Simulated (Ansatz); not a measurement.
System: CdO (rock salt type), 2 atoms in the cell.

```
Cd O
1.0
     0.00000    2.39000    2.39000
     2.39000    0.00000    2.39000
     2.39000    2.39000    0.00000
Cd O
1 1
Direct
  0.00000 0.00000 0.00000
  0.50000 0.50000 0.50000
```

The calculation used HSE06, plane waves, PAW datasets (generated soft set 1) (Ansatz).

Cutoff 420 eV; exchange singularity: regularized; k-mesh 6×6×6 Γ-centred; Fermi–Dirac smearing of 0.02 eV; no spin polarisation.

(1) How large is the gap on this mesh, is it direct, and where do the band edges lie (fractions of the reciprocal vectors of this cell)?

(2) List the levels near the gap at (0.000, 0.000, 0.000), (0.000, 0.000, 0.167), (0.000, 0.000, -0.500), (0.000, 0.167, 0.333), (0.000, 0.167, -0.333), in eV from the top of the valence band (v1 is the highest filled band, c1 the lowest empty one).

## Answers

(1) 0.77 eV, indirect from (0.000, 0.000, -0.500) to (0.000, 0.000, 0.000); the smallest direct gap is 1.96 eV.

(2) 
```json
{"k": "(0.000, 0.000, 0.000)", "v4": "-7.26", "v3": "-1.19", "v2": "-1.19", "v1": "-1.19", "c1": "0.77", "c2": "15.99", "c3": "18.37"}
{"k": "(0.000, 0.000, 0.167)", "v4": "-7.32", "v3": "-2.65", "v2": "-0.88", "v1": "-0.88", "c1": "2.66", "c2": "13.48", "c3": "16.62"}
{"k": "(0.000, 0.000, -0.500)", "v4": "-7.01", "v3": "-3.97", "v2": "0.00", "v1": "0.00", "c1": "5.82", "c2": "8.94", "c3": "13.40"}
{"k": "(0.000, 0.167, 0.333)", "v4": "-7.06", "v3": "-3.35", "v2": "-1.15", "v1": "-0.95", "c1": "5.16", "c2": "11.17", "c3": "12.93"}
{"k": "(0.000, 0.167, -0.333)", "v4": "-6.99", "v3": "-3.67", "v2": "-1.42", "v1": "-0.08", "c1": "6.46", "c2": "9.40", "c3": "11.83"}
```

A gap read on the mesh is an upper bound of this method's gap, since the mesh can miss a band edge. Spin–orbit coupling is left out; with heavy elements it can shift the gap and split levels by tenths of an eV.
